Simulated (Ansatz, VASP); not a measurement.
MgH2 in VASP and in Ansatz

Contents of INCAR:

```
SYSTEM = MgH2
ALGO = Normal
EDIFF = 1E-7
ENCUT = 520
GGA = PE
ISIF = 2
ISMEAR = -1
LASPH = .True.
LCHARG = .False.
LREAL = .False.
LWAVE = .False.
NBANDS = 9
NELM = 80
PREC = Accurate
SIGMA = 0.05
```

KPOINTS

```
k-points
0
Gamma
  10 10 10
  0 0 0
```

Contents of POSCAR:

```
MgH2
1.0
    0.0000000000      2.3650863686      2.3650863686
    2.3650863686      0.0000000000      2.3650863686
    2.3650863686      2.3650863686      0.0000000000
Mg H
1 2
Direct
    0.0000000000      0.0000000000      0.0000000000
    0.2500000000      0.2500000000      0.2500000000
    0.7500000000      0.7500000000      0.7500000000
```

The input input.yaml:

```yaml
crystal:
  lattice:
    - [0.0, 2.3650863686, 2.3650863686]
    - [2.3650863686, 0.0, 2.3650863686]
    - [2.3650863686, 2.3650863686, 0.0]
  atoms:
    - { symbol: Mg, position: [0.0, 0.0, 0.0] }
    - { symbol: H, position: [0.25, 0.25, 0.25] }
    - { symbol: H, position: [0.75, 0.75, 0.75] }
hamiltonian:
  xc: pbe
  pseudopotentials: { kind: paw }
kpoints:
  mp_grid: { grid: [10, 10, 10] }
scf:
  occupations: { method: fermi_dirac, width: 0.05 }
output:
  forces: true
  stress: true
  eigenvalues: true
```

Change from the starting cell: volume scaled by 0.98.

Alike in both runs: task single point; functional PBE; k mesh 10 × 10 × 10; occupations fermi-dirac, width 0.05 eV; no spin polarisation.

```csv
,VASP,Ansatz
version,VASP 6.6.1,Ansatz 0.2.0
potentials or method,"VASP PAW PBE potentials, release 64 (Mg, H)",Ansatz PAW
plane-wave cutoff (eV),520,420
valence electrons in the cell,4,12
```

|  | VASP | Ansatz | Ansatz less VASP |
| --- | --- | --- | --- |
| gap on the k mesh at the Fermi level (eV) | none | none | - |
| pressure (GPa) | 0.7 | 1.1 | +0.40 |

A gap of «none» marks a metal or a gap that the smearing closes. The functional is the same, so the differences come from potentials, cutoffs and numerics. The two sets of potentials don't hold the same shells in valence.
